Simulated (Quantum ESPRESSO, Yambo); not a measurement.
# Te2Mo (2H monolayer): Bethe-Salpeter spectra with Yambo, part 2 of 4

Aim: the absorption spectrum of Te2Mo (2H monolayer) with electron-hole interaction, and what each part of the kernel does.

Quantum ESPRESSO 7.5 and Yambo 5.3.0; PBE and many-body steps on it, plane waves. Known limits of the many-body steps: not at the basis limit; no spin-orbit coupling; bindings not settled in the k mesh.

So far. Step 4 (Screening and self-energy, 6×6×1 mesh, 118 bands …): The gap on the mesh goes from 1.07 eV to 1.74 eV, a correction of +0.68 eV. Step 5 (Excitons): The lowest state lies at 1.190 eV, 0.554 eV under the direct gap.

### Step 6. Levels from G0W0

This step: Bethe-Salpeter equation on PBE with G0W0 levels, plane waves, norm-conserving pseudopotentials.

bse3.in reads:

```
optics
bss
bse
em1s
dipoles
rim_cut
rim_w
RandQpts= 3000000
RandGvec= 100 RL
CUTGeo= "slab z"
RandGvecW= 9 RL
Chimod= "HARTREE"
BSKmod= "SEX"
BSEmod= "resonant"
BSSmod= "d"
BSENGexx= 30 Ry
BSENGBlk= 6 Ry
% BSEQptR
 1 | 1 |
%
% BSEBands
 26 | 35 |
%
% BEnRange
 0 | 5 | eV
%
% BDmRange
 0.1 | 0.1 | eV
%
BEnSteps= 101
% BLongDir
 1 | 0 | 0 |
%
% BndsRnXs
 1 | 71 |
%
NGsBlkXs= 6 Ry
% LongDrXs
 1 | 1 | 0 |
%
KfnQPdb= "E < ./gw1/ndb.QP"
WRbsWF
```

On the command line:

```
$ OMP_NUM_THREADS=1 mpirun -n 4 yambo -F bse3.in -J bse3,bse2_W -C bse3 > bse3.log
```

Output:

```text
 Yambo, version 5.3.0

 [02] CORE Variables Setup
 =========================

  [... cell, symmetries and grids as in the set-up ...]

  [02.05] Energies & Occupations
  ==============================

  [X] === General ===
  [X] Electronic Temperature                        :  0.000000  0.000000 [eV K]
  [X] Bosonic    Temperature                        :  0.000000  0.000000 [eV K]
  [X] Finite Temperature mode                       : no
  [X] El. density                                   :  0.33221E+24 [cm-3]
  [X] Fermi Level                                   :  2.609119 [eV]

  [X] === Gaps and Widths ===
  [X] Conduction Band Min                           :  1.069542 [eV]
  [X] Valence Band Max                              :  0.000000 [eV]
  [X] Filled Bands                                  :  31
  [X] Empty Bands                                   :   32  118
  [X] Direct Gap                                    :  1.069542 [eV]
  [X] Direct Gap localized at k                     :   7
  [X] Indirect Gap                                  :  1.069542 [eV]
  [X] Indirect Gap between kpts                     :   7   7
  [X] Last valence band width                       :  0.685569 [eV]
  [X] 1st conduction band width                     :  1.949223 [eV]

 [03] Transferred momenta grid and indexing
 ==========================================

 IBZ Q-points                                      :   7
 BZ  Q-points                                      :   36

 K/Q-points units:
 rlu = crystal or reduced units; cc = cartesian coordinates; iku = interal k-units

 Q [1]          [rlu]:  0.000000  0.000000  0.000000
 Q [2]          [rlu]:  0.27625E-18  0.16667       0.0000
 Q [3]          [rlu]:  0.55249E-18  0.33333       0.0000
[...]
[K+QP] === Gaps and Widths ===
  [K+QP] Conduction Band Min                        :  1.744920 [eV]
  [K+QP] Valence Band Max                           :  0.000000 [eV]
  [K+QP] Filled Bands                               :  31
  [K+QP] Empty Bands                                :   32  118
  [K+QP] Direct Gap                                 :  1.744920 [eV]
  [K+QP] Direct Gap localized at k                  :   7
  [K+QP] Indirect Gap                               :  1.744920 [eV]
  [K+QP] Indirect Gap between kpts                  :   7   7
  [K+QP] Last valence band width                    :  0.899337 [eV]
  [K+QP] 1st conduction band width                  :  1.763628 [eV]

  [coarse-grid] Minimum Bare Gap        [ev]:  1.069542
  [coarse-grid] Minimum Gap Correction  [ev]:  0.675378

  Eqp @ K [1]
  -159.9440 -159.9440 -109.9923 -109.9923 -109.9923 -109.9923 -109.9224 -109.9224
  -61.48660 -37.29166 -37.29166 -37.28149 -37.28149 -37.22868 -37.22868 -37.21866
  -37.21866 -37.20652 -37.19826 -35.62675 -35.50177 -35.50177 -13.28349 -12.36322
[...]
Eqp @ K [2]
[...]
Eqp @ K [3]
[...]
Eqp @ K [4]
[...]
Eqp @ K [5]
[...]
Eqp @ K [6]
[...]
Eqp @ K [7]
[...]
12.57857  12.62456  12.89255  13.12039  13.17076  13.23572  14.35571  14.60010
   14.88415  15.08179  15.26211  15.35612  16.71671  18.16984  18.36693  18.41547

 [07] Dipoles
 ============

  [07.01] Setup: observables and procedures
  =========================================

  [WARNING] [r,Vnl^pseudo] included in position and velocity dipoles.

  [WARNING] In case H contains other non local terms, these are neglected

 [08] Static Dielectric Matrix
 =============================

    [09.01.05.03] Main kernel loop
    ==============================

    [09.01.05.04] Wave-Function Phases
    ==================================

    [BSE] WF phases found       :  73.09524 [o/o]

   [09.01.06] BSE solver(s) @q1
   ============================

   [09.01.07] Diago Solver @q1
   ===========================

 [12] Game Over & Game summary
```

The job ended after 22 s (4 MPI ranks of Arm Neoverse V1, shared host; peak memory 1.4 GiB).

This step gave:

```yaml
transitions_in_the_window: 864
direct_gap_of_the_transition_levels: 1.745 eV
lowest_state: 1.191 eV
first_strong_exciton_over_a_fiftieth_of_the_strongest_listed: 1.191 eV
binding_of_the_lowest_state_below_the_direct_gap: 0.5537 eV
```

The lowest state lies at 1.191 eV, 0.554 eV under the direct gap.

The Im polarisability of the sheet has structure finer than the step of the table below, so its rows give means over 0.2 eV, whole bins alone (the curve runs from 0 to 5 eV). Peaks (eV: height): BSE 1.20: 17.1, 1.85: 29.3, 2.60: 29.6, 3.30: 37.4, 4.45: 16.9; no electron-hole interaction 1.75: 17.9, 2.45: 28.5, 3.15: 23.3, 4.05: 35.4, 4.85: 19.8.

Sheet polarisability (bohr); field along x; broadening 0.1 eV; transition window only. Limits: finite bands, cutoff and mesh; no spin-orbit coupling; exciton not shown settled in the k mesh. The Im polarisability of the sheet by photon energy; means over each step:

| photon energy (eV) | BSE | no electron-hole interaction |
| --- | --- | --- |
| 0.2 | 0.490 | 0.268 |
| 0.4 | 0.652 | 0.321 |
| 0.6 | 0.950 | 0.394 |
| 0.8 | 1.68 | 0.504 |
| 1.0 | 4.92 | 0.686 |
| 1.2 | 13.6 | 1.04 |
| 1.4 | 5.81 | 2.03 |
| 1.6 | 7.21 | 7.34 |
| 1.8 | 23.2 | 13.1 |
| 2.0 | 17.1 | 5.02 |
| 2.2 | 15.5 | 8.36 |
| 2.4 | 21.8 | 24.5 |
| 2.6 | 26.5 | 13.2 |
| 2.8 | 20.0 | 14.4 |
| 3.0 | 15.7 | 19.5 |
| 3.2 | 26.8 | 19.8 |
| 3.4 | 31.6 | 15.7 |
| 3.6 | 20.0 | 13.0 |
| 3.8 | 9.65 | 21.0 |
| 4.0 | 10.5 | 33.0 |
| 4.2 | 14.3 | 22.1 |
| 4.4 | 16.1 | 10.8 |
| 4.6 | 14.2 | 10.3 |
| 4.8 | 12.2 | 15.9 |

### Step 7. Triplet (no exchange term)

This step: Bethe-Salpeter equation on PBE with a scissors shift, plane waves, norm-conserving pseudopotentials.

bse4.in, as its differences from bse3.in of step 6:

```diff
@@ -15,3 +15,3 @@
 BSSmod= "d"
-BSENGexx= 30 Ry
+BSENGexx= 1 RL
 BSENGBlk= 6 Ry
@@ -40,3 +40,5 @@
 %
-KfnQPdb= "E < ./gw1/ndb.QP"
+% KfnQP_E
+ 0.675 | 1.0 | 1.0 |
+%
 WRbsWF
```

On the command line:

```
$ OMP_NUM_THREADS=1 mpirun -n 4 yambo -F bse4.in -J bse4,bse2_W -C bse4 > bse4.log
```

Output:

```text
 Yambo, version 5.3.0

 [02] CORE Variables Setup
 =========================

  [... cell, symmetries and grids as in the set-up ...]

  [02.05] Energies & Occupations
  ==============================

  [X] === General ===
  [X] Electronic Temperature                        :  0.000000  0.000000 [eV K]
  [X] Bosonic    Temperature                        :  0.000000  0.000000 [eV K]
  [X] Finite Temperature mode                       : no
  [X] El. density                                   :  0.33221E+24 [cm-3]
  [X] Fermi Level                                   :  2.609119 [eV]

  [X] === Gaps and Widths ===
  [X] Conduction Band Min                           :  1.069542 [eV]
  [X] Valence Band Max                              :  0.000000 [eV]
  [X] Filled Bands                                  :  31
  [X] Empty Bands                                   :   32  118
  [X] Direct Gap                                    :  1.069542 [eV]
  [X] Direct Gap localized at k                     :   7
  [X] Indirect Gap                                  :  1.069542 [eV]
  [X] Indirect Gap between kpts                     :   7   7
  [X] Last valence band width                       :  0.685569 [eV]
  [X] 1st conduction band width                     :  1.949223 [eV]

 [03] Transferred momenta grid and indexing
 ==========================================

 IBZ Q-points                                      :   7
 BZ  Q-points                                      :   36

 K/Q-points units:
 rlu = crystal or reduced units; cc = cartesian coordinates; iku = interal k-units

 Q [1]          [rlu]:  0.000000  0.000000  0.000000
 Q [2]          [rlu]:  0.27625E-18  0.16667       0.0000
 Q [3]          [rlu]:  0.55249E-18  0.33333       0.0000
[...]
[K+QP] === Gaps and Widths ===
  [K+QP] Conduction Band Min                        :  1.744542 [eV]
  [K+QP] Valence Band Max                           :  0.000000 [eV]
  [K+QP] Filled Bands                               :  31
  [K+QP] Empty Bands                                :   32  118
  [K+QP] Direct Gap                                 :  1.744542 [eV]
  [K+QP] Direct Gap localized at k                  :   7
  [K+QP] Indirect Gap                               :  1.744542 [eV]
  [K+QP] Indirect Gap between kpts                  :   7   7
  [K+QP] Last valence band width                    :  0.685569 [eV]
  [K+QP] 1st conduction band width                  :  1.949223 [eV]

  [coarse-grid] Minimum Bare Gap        [ev]:  1.069542
  [coarse-grid] Minimum Gap Correction  [ev]:  0.675000

  Eqp @ K [1]
  -159.1747 -159.1747 -109.2230 -109.2230 -109.2230 -109.2230 -109.1531 -109.1531
  -60.71729 -36.52234 -36.52234 -36.51218 -36.51218 -36.45937 -36.45937 -36.44934
  -36.44934 -36.43720 -36.42895 -34.85744 -34.73245 -34.73245 -12.51418 -11.59391
[...]
Eqp @ K [2]
[...]
Eqp @ K [3]
[...]
Eqp @ K [4]
[...]
Eqp @ K [5]
[...]
Eqp @ K [6]
[...]
Eqp @ K [7]
[...]
12.50006  12.54605  12.81405  13.04188  13.09225  13.15721  14.27720  14.52159
   14.80564  15.00328  15.18360  15.27761  16.63820  18.09133  18.28842  18.33696

 [07] Dipoles
 ============

  [07.01] Setup: observables and procedures
  =========================================

  [WARNING] [r,Vnl^pseudo] included in position and velocity dipoles.

  [WARNING] In case H contains other non local terms, these are neglected

 [08] Static Dielectric Matrix
 =============================

    [09.01.05.03] Main kernel loop
    ==============================

    [09.01.05.04] Wave-Function Phases
    ==================================

    [BSE] WF phases found       :  73.09524 [o/o]

   [09.01.06] BSE solver(s) @q1
   ============================

   [09.01.07] Diago Solver @q1
   ===========================

 [12] Game Over & Game summary
```

The job ended after 20 s (4 MPI ranks; peak memory 1.4 GiB).

The lowest triplet lies at 1.150 eV; without spin-orbit coupling triplets are dark, so no spectrum is read.

### Step 8. Beyond Tamm-Dancoff

bse5.in, as its differences from bse4.in of step 7:

```diff
@@ -13,5 +13,5 @@
 BSKmod= "SEX"
-BSEmod= "resonant"
+BSEmod= "coupling"
 BSSmod= "d"
-BSENGexx= 1 RL
+BSENGexx= 30 Ry
 BSENGBlk= 6 Ry
```

On the command line:

```
$ OMP_NUM_THREADS=1 mpirun -n 4 yambo -F bse5.in -J bse5,bse2_W -C bse5 > bse5.log
```

Output:

```text
 Yambo, version 5.3.0

 [02] CORE Variables Setup
 =========================

  [... cell, symmetries and grids as in the set-up ...]

  [02.05] Energies & Occupations
  ==============================

  [X] === General ===
  [X] Electronic Temperature                        :  0.000000  0.000000 [eV K]
  [X] Bosonic    Temperature                        :  0.000000  0.000000 [eV K]
  [X] Finite Temperature mode                       : no
  [X] El. density                                   :  0.33221E+24 [cm-3]
[...]
=========================================

  [WARNING] [r,Vnl^pseudo] included in position and velocity dipoles.

  [WARNING] In case H contains other non local terms, these are neglected

 [08] Static Dielectric Matrix
 =============================

    [09.01.05.03] Main kernel loop
    ==============================

    [09.01.05.04] Wave-Function Phases
    ==================================

    [BSE] WF phases found       :  73.09524 [o/o]

   [09.01.06] BSE solver(s) @q1
   ============================

   [09.01.07] Diago Solver @q1
   ===========================

   [WARNING] Parallel non-herm diag not yet implemented. Switching to LK

 [12] Game Over & Game summary
```

Wall time 50 s (4 MPI ranks); peak memory 2 GiB.

This step gave:

```yaml
transitions_in_the_window: 864
direct_gap_of_the_transition_levels: 1.745 eV
lowest_state: 1.187 eV
first_strong_exciton_over_a_fiftieth_of_the_strongest_listed: 1.187 eV
binding_of_the_lowest_state_below_the_direct_gap: 0.5578 eV
```

The lowest state lies at 1.187 eV, 0.558 eV under the direct gap.

### Step 9. Finite momentum (q 2)

bse6.in, as its differences from bse5.in of step 8:

```diff
@@ -13,3 +13,3 @@
 BSKmod= "SEX"
-BSEmod= "coupling"
+BSEmod= "resonant"
 BSSmod= "d"
@@ -18,3 +18,3 @@
 % BSEQptR
- 1 | 1 |
+ 2 | 2 |
 %
```

On the command line:

```
$ OMP_NUM_THREADS=1 mpirun -n 4 yambo -F bse6.in -J bse6,bse2_W -C bse6 > bse6.log
```

Output:

```text
 Yambo, version 5.3.0

 [02] CORE Variables Setup
 =========================

  [... cell, symmetries and grids as in the set-up ...]

  [02.05] Energies & Occupations
  ==============================

  [X] === General ===
  [X] Electronic Temperature                        :  0.000000  0.000000 [eV K]
  [X] Bosonic    Temperature                        :  0.000000  0.000000 [eV K]
  [X] Finite Temperature mode                       : no
  [X] El. density                                   :  0.33221E+24 [cm-3]
[...]
[07] Dipoles
 ============

  [07.01] Setup: observables and procedures
  =========================================

  [WARNING] [r,Vnl^pseudo] included in position and velocity dipoles.

  [WARNING] In case H contains other non local terms, these are neglected

 [08] Static Dielectric Matrix
 =============================

    [09.01.05.03] Main kernel loop
    ==============================

    [09.01.05.04] Wave-Function Phases
    ==================================

    [BSE] WF phases found       :  73.09524 [o/o]

   [09.01.06] BSE solver(s) @q2
   ============================

   [09.01.07] Diago Solver @q2
   ===========================

 [12] Game Over & Game summary
```

The job ended after 25 s (4 MPI ranks; peak memory 1.5 GiB).

This step gave:

```yaml
transitions_in_the_window: 864
lowest_state: 1.471 eV
first_strong_exciton_over_a_fiftieth_of_the_strongest_listed: 1.504 eV
```

The lowest state lies at 1.471 eV.

### Step 10. Finite momentum (q 3)

bse7.in, as its differences from bse6.in of step 9:

```diff
@@ -18,3 +18,3 @@
 % BSEQptR
- 2 | 2 |
+ 3 | 3 |
 %
```

On the command line:

```
$ OMP_NUM_THREADS=1 mpirun -n 4 yambo -F bse7.in -J bse7,bse2_W -C bse7 > bse7.log
```

Output:

```text
 Yambo, version 5.3.0

 [02] CORE Variables Setup
 =========================

  [... cell, symmetries and grids as in the set-up ...]

  [02.05] Energies & Occupations
  ==============================

  [X] === General ===
  [X] Electronic Temperature                        :  0.000000  0.000000 [eV K]
  [X] Bosonic    Temperature                        :  0.000000  0.000000 [eV K]
  [X] Finite Temperature mode                       : no
  [X] El. density                                   :  0.33221E+24 [cm-3]
[...]
[07] Dipoles
 ============

  [07.01] Setup: observables and procedures
  =========================================

  [WARNING] [r,Vnl^pseudo] included in position and velocity dipoles.

  [WARNING] In case H contains other non local terms, these are neglected

 [08] Static Dielectric Matrix
 =============================

    [09.01.05.03] Main kernel loop
    ==============================

    [09.01.05.04] Wave-Function Phases
    ==================================

    [BSE] WF phases found       :  73.09524 [o/o]

   [09.01.06] BSE solver(s) @q3
   ============================

   [09.01.07] Diago Solver @q3
   ===========================

 [12] Game Over & Game summary
```

Wall time 24 s (4 MPI ranks); peak memory 1.5 GiB; 97 s of CPU time.

Numbers from this step:

```yaml
transitions_in_the_window: 864
lowest_state: 1.552 eV
first_strong_exciton_over_a_fiftieth_of_the_strongest_listed: 1.574 eV
```

The lowest state lies at 1.552 eV.

The Im polarisability of the sheet has structure finer than the step of the table below, so its rows give means over 0.2 eV, whole bins alone (the curve runs from 0 to 5 eV). Peaks (eV: height): BSE 3.50: 0.325, 4.55: 0.629; no electron-hole interaction 3.25: 1.17, 4.25: 1.20.

Sheet polarisability (bohr); longitudinal response along q; broadening 0.1 eV; transition window only; momentum transfer q number 3. Limits: finite bands, cutoff and mesh; no spin-orbit coupling; exciton not shown settled in the k mesh. Table of Im polarisability of the sheet by photon energy; means over each step:

| photon energy (eV) | BSE | no electron-hole interaction |
| --- | --- | --- |
| 0.2 | 0.00925 | 0.0194 |
| 0.4 | 0.0101 | 0.0209 |
| 0.6 | 0.0112 | 0.0227 |
| 0.8 | 0.0127 | 0.0249 |
| 1.0 | 0.0149 | 0.0276 |
| 1.2 | 0.0191 | 0.0310 |
| 1.4 | 0.0309 | 0.0356 |
| 1.6 | 0.0702 | 0.0424 |
| 1.8 | 0.116 | 0.0544 |
| 2.0 | 0.137 | 0.0880 |
| 2.2 | 0.150 | 0.175 |
| 2.4 | 0.152 | 0.310 |
| 2.6 | 0.192 | 0.357 |
| 2.8 | 0.204 | 0.569 |
| 3.0 | 0.234 | 0.615 |
| 3.2 | 0.282 | 1.02 |
| 3.4 | 0.289 | 1.07 |
| 3.6 | 0.286 | 0.866 |
| 3.8 | 0.188 | 0.811 |
| 4.0 | 0.204 | 0.843 |
| 4.2 | 0.309 | 1.08 |
| 4.4 | 0.473 | 0.858 |
| 4.6 | 0.548 | 0.796 |
| 4.8 | 0.393 | 0.790 |

### Step 11. RPA with local fields (no direct term)

bse8.in reads:

```
optics
bss
bse
em1s
dipoles
rim_cut
rim_w
RandQpts= 3000000
RandGvec= 100 RL
CUTGeo= "slab z"
RandGvecW= 9 RL
Chimod= "HARTREE"
BSKmod= "HARTREE"
BSEmod= "resonant"
BSSmod= "h"
BSENGexx= 30 Ry
BSENGBlk= 6 Ry
% BSEQptR
 1 | 1 |
%
% BSEBands
 26 | 37 |
%
% BEnRange
 0 | 7 | eV
%
% BDmRange
 0.1 | 0.1 | eV
%
BEnSteps= 141
% BLongDir
 1 | 0 | 0 |
%
% BndsRnXs
 1 | 71 |
%
NGsBlkXs= 6 Ry
% LongDrXs
 1 | 1 | 0 |
%
% KfnQP_E
 0.675 | 1.0 | 1.0 |
%
BSHayTrs= -0.02
```

On the command line:

```
$ OMP_NUM_THREADS=1 mpirun -n 4 yambo -F bse8.in -J bse8,bse2_W -C bse8 > bse8.log
```

Output:

```text
 Yambo, version 5.3.0

 [02] CORE Variables Setup
 =========================

  [... cell, symmetries and grids as in the set-up ...]

  [02.05] Energies & Occupations
  ==============================

  [X] === General ===
  [X] Electronic Temperature                        :  0.000000  0.000000 [eV K]
  [X] Bosonic    Temperature                        :  0.000000  0.000000 [eV K]
  [X] Finite Temperature mode                       : no
  [X] El. density                                   :  0.33221E+24 [cm-3]
[...]
q_min[ 1 ]:  0.16667      0.15094E-11   0.0000     [rlu]
     0.166667  0.083333  0.000000 [iku]
    q_min[ 2 ]:  0.27625E-18  0.16667       0.0000     [rlu]
    -0.16216E-10  0.16667       0.0000     [iku]
    G-vectors :   9

    [09.01.05.02] Main kernel loop
    ==============================

   [09.01.06] BSE solver(s) @q1
   ============================

   [09.01.07] Haydock Solver in the optics basis @q1 using the hermitian scheme
   ============================================================================

   Accuracy (requested)      : -0.020000 [o/o]
   Accuracy (reached)        :  0.019168 [o/o]
   Iterations                :   90

 [12] Game Over & Game summary
```

Elapsed: 5.2 s, on 4 MPI ranks; peak memory 1.4 GiB.

Numbers from this step:

```yaml
transitions_in_the_window: 1296
direct_gap_of_the_transition_levels: 1.745 eV
```

The Im polarisability of the sheet has structure finer than the step of the table below, so its rows give means over 0.2 eV, whole bins alone (the curve runs from 0 to 7 eV). Peaks (eV: height): BSE 1.75: 13.5, 2.60: 21.8, 3.45: 35.2, 3.95: 22.4, 4.55: 25.4, 5.70: 17.7; no electron-hole interaction 1.75: 18.1, 2.40: 31.4, 3.45: 35.1, 4.50: 29.1, 5.65: 18.6.

Sheet polarisability (bohr); field along x; broadening 0.1 eV; transition window only. Limits: finite bands, cutoff and mesh; no spin-orbit coupling. The Im polarisability of the sheet by photon energy; means over each step:

| photon energy (eV) | BSE | no electron-hole interaction |
| --- | --- | --- |
| 0.2 | 0.258 | 0.292 |
| 0.4 | 0.305 | 0.349 |
| 0.6 | 0.368 | 0.428 |
| 0.8 | 0.460 | 0.545 |
| 1.0 | 0.606 | 0.737 |
| 1.2 | 0.876 | 1.11 |
| 1.4 | 1.56 | 2.12 |
| 1.6 | 4.80 | 7.48 |
| 1.8 | 11.0 | 13.3 |
| 2.0 | 4.44 | 5.35 |
| 2.2 | 5.87 | 9.28 |
| 2.4 | 16.6 | 26.6 |
| 2.6 | 20.2 | 20.3 |
| 2.8 | 18.5 | 16.7 |
| 3.0 | 16.5 | 16.2 |
| 3.2 | 21.9 | 21.8 |
| 3.4 | 30.8 | 30.3 |
| 3.6 | 26.8 | 26.0 |
| 3.8 | 19.0 | 17.9 |
| 4.0 | 19.7 | 16.7 |
| 4.2 | 15.1 | 15.1 |
| 4.4 | 16.2 | 20.3 |
| 4.6 | 20.9 | 20.3 |
| 4.8 | 14.8 | 14.3 |
| 5.0 | 14.1 | 15.5 |
| 5.2 | 11.8 | 13.9 |
| 5.4 | 13.2 | 12.4 |
| 5.6 | 14.8 | 15.8 |
| 5.8 | 14.2 | 10.9 |
| 6.0 | 7.76 | 4.53 |
| 6.2 | 5.30 | 3.91 |
| 6.4 | 3.52 | 2.18 |
| 6.6 | 2.66 | 2.09 |
| 6.8 | 4.47 | 4.36 |

(Continued in part 3 of 4.)

[Paths, hosts, dates, memory and timing lines, banners, echoed tables and standing remarks are left out of the program output.]

[Logs are printed without paths, hosts, clocks, repeated set-up lines and the standing remarks that a program may print on its own settings, such as how far it seeks lower states.]

[Runs of the session that timed out or met a known fault of the program may be left out.]

[Hosts, paths, dates, database ids (printed as entryN), source tags and the programs' standing remarks are cut or masked in the printed files.]
